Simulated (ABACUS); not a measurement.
Ce:

```
Ce
1.0
     0.00000    2.58060    2.58060
     2.58060    0.00000    2.58060
     2.58060    2.58060    0.00000
Ce
1
Direct
  0.00000 0.00000 0.00000
```

- Program: ABACUS 3.10.1
- Task: single point
- Functional: PBE
- Potentials or basis: PseudoDojo NC SR 0.4.1 PBE standard, lanthanides 3+ (f in core)
- Cutoff: 667 eV
- Density cutoff: 2667 eV
- Basis: plane waves
- k mesh: 9 × 9 × 9
- Occupations: fermi-dirac, width 0.05 eV
- Spin: collinear spin, ferromagnetic start
- Starting moments: [1.0] μB

On this cell: net moment 0.00 μB per cell; band gap on the k mesh none (metal or under the smearing width).

The same run follows on a disturbed copy (cell strained at random at fixed volume):

```
CELL_PARAMETERS angstrom
0.00783 2.56770 2.60949
2.53908 0.01088 2.60645
2.56842 2.59400 -0.01847
ATOMIC_POSITIONS crystal
Ce 0.99513 0.99997 0.99248
```

**Question.** What does the disturbed cell give?

**Answer.** The energy (extrapolated to zero smearing) moves by +1.3 meV/atom; net moment 0.00 μB per cell; band gap on the k mesh none (metal or under the smearing width).

Caveats: the magnetic or orbital state may not be the lowest; all typed moments are zero, and the program then starts from 1 μB on every atom; spin-orbit coupling is left out, which moves the levels of the heavy elements; the 4f electrons are frozen in the core as for a trivalent ion, so they carry no moment and show no levels.
